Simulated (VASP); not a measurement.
## Ge: phonons with LDA

Ge:

```
CELL_PARAMETERS angstrom
0.00000 2.82891 2.82891
2.82891 0.00000 2.82891
2.82891 2.82891 0.00000
ATOMIC_POSITIONS crystal
Ge 0.75000 0.75000 0.75000
Ge 0.50000 0.50000 0.50000
```

```
Program                : VASP 6.6.1
Task                   : phonons
Functional             : LDA
Potentials or basis    : VASP PAW LDA potentials, release 64 (Ge_d)
Cutoff                 : 600 eV
k mesh                 : 6 × 6 × 6
Occupations            : fermi-dirac, width 0.05 eV
Spin                   : no spin polarisation
Further INCAR settings : ALGO = Fast; EDIFF = 1e-08; IBRION = 6; POTIM = 0.015; NSW = 1
```

| Property | Result |
| --- | --- |
| Relaxed volume | 22.27 Å³/atom |
| Relaxed cell | a = 3.979 Å, b = 3.979 Å, c = 3.979 Å, α = 60.00°, β = 60.00°, γ = 60.00° |
| Space group after relaxing (to 0.05 Å) | Fd-3m (No. 227) |
| Highest phonon frequency at Γ | 272 cm⁻¹ |

Step by step:
```
step  energy change (eV)  largest force (eV/Å)  pressure (GPa)  volume (Å³)
   1              0.0000                0.0000           -1.03        45.28
   2             -0.0021                0.0000            0.31        44.33
   3             -0.0023                0.0000           -0.02        44.55
   4             -0.0023                0.0000            0.02        44.54
   5             -0.0023                0.0000           -0.02        44.55
   6             -0.0023                0.0000            0.00        44.55
```

Final structure:
```
CELL_PARAMETERS angstrom
0.00000 2.81358 2.81358
2.81358 0.00000 2.81358
2.81358 2.81358 0.00000
ATOMIC_POSITIONS crystal
Ge 0.75000 0.75000 0.75000
Ge 0.50000 0.50000 0.50000
```

Phonon frequencies in cm⁻¹ (negative: imaginary):
```tsv
q point	frequencies
(0.000, 0.000, 0.000)	0 0 0 272 272 272
```

Wall time 47 s on 1 thread of Intel(R) Xeon(R) 6975P-C (Granite Rapids), on a shared host, peak memory 0.2 GiB.
